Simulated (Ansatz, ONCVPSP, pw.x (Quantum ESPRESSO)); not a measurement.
**W (fcc): variants of one ONCV potential in the solid**

```json
{"Element": "W (Z = 74)", "Generator": "ONCVPSP 4.0.1.1 (patched build)", "Type": "optimised norm-conserving Vanderbilt (ONCV)", "Functional": "PBE", "Relativity": "scalar-relativistic", "Frozen core": "[Kr] 4d10 4f14", "Valence charge": "14", "Reference configuration": "5s2 5p6 5d4 6s2", "Partial waves": "5s+6s: rc 2.00 bohr, ncon 4, nbas 7, qcut 7.4 1/bohr, 2 projectors; 5p: rc 1.60 bohr, ncon 4, nbas 9, qcut 10.4 1/bohr, 2 projectors, debl 2 Ha; 5d: rc 2.45 bohr, ncon 4, nbas 9, qcut 6 1/bohr, 2 projectors, debl 3.4 Ha", "Local potential": "polynomial inside 1.10 bohr (lpopt 5, dvloc0 4 Ha)", "Core correction": "none"}
```

Crystal test: fcc W in pw.x 7.5, no spin, 14³ k-points, Fermi–Dirac smearing 0.01 Ry, cutoffs set for each file from its atomic test. The reference is all-electron LAPW (Ansatz 0.2.0) with the same functional, mesh and smearing; V0 and B0 come from Birch–Murnaghan fits to the pressures at five volumes. Errors are pseudo minus all-electron; Δ is the rms difference of the E(V) curves that follow from these fits, minima aligned, over ±6 % about the mean V0. Mesh and smearing are coarse, so the numbers serve the comparison and aren't converged zero-temperature values; the lattice is a test structure that the element need not adopt.

All-electron: a0 = 4.039 Å (V0 = 16.47 Å³/atom), B0 = 280.9 GPa.

2 further variants are left out: they gave no file fit for a test, a broken result, the same result as the base, or pressures whose basis-set error rivals the error shown.

| change | cutoffs (Ry) | pw.x | a0 (Å) | a0 error (%) | B0 error (%) | Δ (meV/atom) | mean pressure error (GPa) |
| --- | --- | --- | --- | --- | --- | --- | --- |
| base | 90/360 | converged | 4.024 | -0.37 | +0.3 | 11.3 | -3.11 |
| all radii scaled by about 0.90 (s 1.80, p 1.44, d 2.20 bohr); local potential polynomial inside 0.98 bohr (lpopt 5, dvloc0 4 Ha) | 95/380 | converged | 4.023 | -0.41 | +0.5 | 12.4 | -3.41 |
| all radii scaled by about 1.06 (s 2.12, p 1.70, d 2.60 bohr); local potential polynomial inside 1.16 bohr (lpopt 5, dvloc0 4 Ha) | 85/340 | converged | 4.025 | -0.35 | +0.1 | 10.6 | -2.92 |
| all radii scaled by about 1.16 (s 2.32, p 1.84, d 2.84 bohr); local potential polynomial inside 1.28 bohr (lpopt 5, dvloc0 4 Ha) | 80/320 | converged | 4.027 | -0.29 | -0.2 | 8.9 | -2.46 |
